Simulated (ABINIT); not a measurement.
Wanted: the native input for an ABINIT 10.8.3 (patched build) run.

- Task: equation of state
- Functional: r2SCAN
- Potentials or basis: Ansatz PAW PBE default generated set, frozen core
- Cutoff: 517 eV
- k mesh: 8 × 8 × 8
- Occupations: fermi-dirac, width 0.05 eV
- Spin: no spin polarisation
- Fine-grid cutoff: 1034.03 eV

Li2O:

```xyz
3
Lattice="0.0000 2.3269 2.3269 2.3269 0.0000 2.3269 2.3269 2.3269 0.0000" Properties=species:S:1:pos:R:3 pbc="T T T"
O     0.0000    0.0000    0.0000
Li    1.1634    1.1634    1.1634
Li    3.4903    3.4903    3.4903
```

The cell comes from a database or a generator and needn't be the stable form of this composition.

The input as run:

run.abi

```
ndtset 7
scalecart1 3*0.9795861087
scalecart2 3*0.9864848297
scalecart3 3*0.9932883884
scalecart4 3*1.0000000000
scalecart5 3*1.0066227096
scalecart6 3*1.0131594038
scalecart7 3*1.0196128224

pp_dirpath "./"
pseudos "O.GGA_PBE-ansatz.xml, Li.GGA_PBE-ansatz.xml"

acell 3*1.0
rprim
     0.0000000000     4.3971175137     4.3971175137
     4.3971175137     0.0000000000     4.3971175137
     4.3971175137     4.3971175137     0.0000000000
ntypat 2
znucl 8 3
natom 3
typat 1 2 2
xred
     0.0000000000     0.0000000000     0.0000000000
     0.2500000000     0.2500000000     0.2500000000
     0.7500000000     0.7500000000     0.7500000000

ecut 19.0
pawecutdg 38.0
pawovlp -1

kptopt 1
ngkpt 8 8 8
nshiftk 1
shiftk 0.0 0.0 0.0

ixc -497498
usekden 1
pawxcdev 0

nband 10
occopt 3
tsmear 0.05 eV

nstep 100
tolvrs 1.0e-7

iomode 3
prtwf 0
prtden 0
prteig 0
prtebands 0
enunit 1
```

Potentials or basis: Ansatz PAW PBE default generated set, frozen core.

Command:

```sh
$ mpirun --bind-to none -np 4 abinit run.abi > log 2>&1
```

Results of the run:

| Quantity | Value |
| --- | --- |
| Equilibrium volume | 7.97 Å³/atom |
| Bulk modulus | 87 GPa |
| Pressure derivative of the bulk modulus | 3.8 |

Caveat: the atomic spheres overlap; pressures at fixed basis lie under the slope of the energies; the PAW data sets were made with another functional, which shifts forces and pressure a little.

Run time: 2.6 min on 4 MPI ranks on Arm Neoverse V2, on a shared host, peak memory 0.84 GiB a rank.
